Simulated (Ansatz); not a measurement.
A relaxation computed with Ansatz, from input to last step.

```yaml
crystal:
  lattice:
    - [3.315088547, 3.315088547, 0.0]
    - [-3.315088547, 3.315088547, 0.0]
    - [0.0, 0.0, 6.5251445855]
  atoms:
    - { symbol: Sn, position: [0.0, 0.0, 0.5] }
    - { symbol: Sn, position: [0.0, 0.5, 0.25] }
    - { symbol: Sn, position: [0.5, 0.5, 0.0] }
    - { symbol: Sn, position: [0.5, 0.0, 0.75] }
basis:
  ecutwfc: 500
kpoints:
  mp_grid: { grid: [12, 12, 8] }
hamiltonian:
  xc: r2scan
scf:
  occupations: { method: gaussian, width: 0.1 }
output:
  forces: true
  stress: true
  eigenvalues: true
relax:
  adjacent_minimum: "off"
  f_tol: 0.008
  max_steps: 40
  cell: { stress_tol: 0.015, fix: [a, b, gamma] }
```

```bash
ansatz run input.yaml --threads 1 --pin off --max-ram 2560MiB --backend cpu --events-out ev --progress --plain --runs-dir out
```

These are results of DFT r2SCAN, scalar-relativistic, plane waves, PAW (Ansatz 0.2.0), not measurements.

Of 4 frames 3 are shown, positions in Å and forces in eV/Å; the SCF threshold varies from step to step. Steps run on the plane waves of an earlier cell, with a Pulay correction in the pressure. The basis is chosen afresh for the last frame, the zero of the energies, and at times for earlier ones too; energy and pressure step there, also at an unchanged geometry.

```xyz
4
Lattice="3.3151 3.3151 0.0000 -3.3151 3.3151 0.0000 0.0000 0.0000 6.5251" Properties=species:S:1:pos:R:3:forces:R:3 pbc="T T T" step=1 free_energy_over_end_meV_per_atom=0.06 pressure_GPa=-0.54
Sn    0.0000    0.0000    3.2626    0.0000    0.0000    0.0000
Sn   -1.6575    1.6575    1.6313    0.0000    0.0000    0.0000
Sn    0.0000    3.3151    0.0000    0.0000    0.0000    0.0000
Sn    1.6575    1.6575    4.8939    0.0000    0.0000    0.0000
4
Lattice="3.3151 3.3151 0.0000 -3.3151 3.3151 0.0000 0.0000 0.0000 6.5009" Properties=species:S:1:pos:R:3:forces:R:3 pbc="T T T" step=2 free_energy_over_end_meV_per_atom=0.00 pressure_GPa=-0.39
Sn    0.0000    0.0000    3.2505    0.0000    0.0000    0.0000
Sn   -1.6575    1.6575    1.6252    0.0000    0.0000    0.0000
Sn    0.0000    3.3151    0.0000    0.0000    0.0000    0.0000
Sn    1.6575    1.6575    4.8757    0.0000    0.0000    0.0000
4
Lattice="3.3151 3.3151 0.0000 -3.3151 3.3151 0.0000 0.0000 0.0000 6.5068" Properties=species:S:1:pos:R:3:forces:R:3 pbc="T T T" step=4 free_energy_over_end_meV_per_atom=0.00 pressure_GPa=-0.43
Sn    0.0000    0.0000    3.2534    0.0000    0.0000    0.0000
Sn   -1.6575    1.6575    1.6267    0.0000    0.0000    0.0000
Sn    0.0000    3.3151    0.0000    0.0000    0.0000    0.0000
Sn    1.6575    1.6575    4.8801    0.0000    0.0000    0.0000
```

It took 3.1 min on 1 thread of Intel(R) Xeon(R) Platinum 8488C (Sapphire Rapids) (shared host), peak memory 1.1 GiB.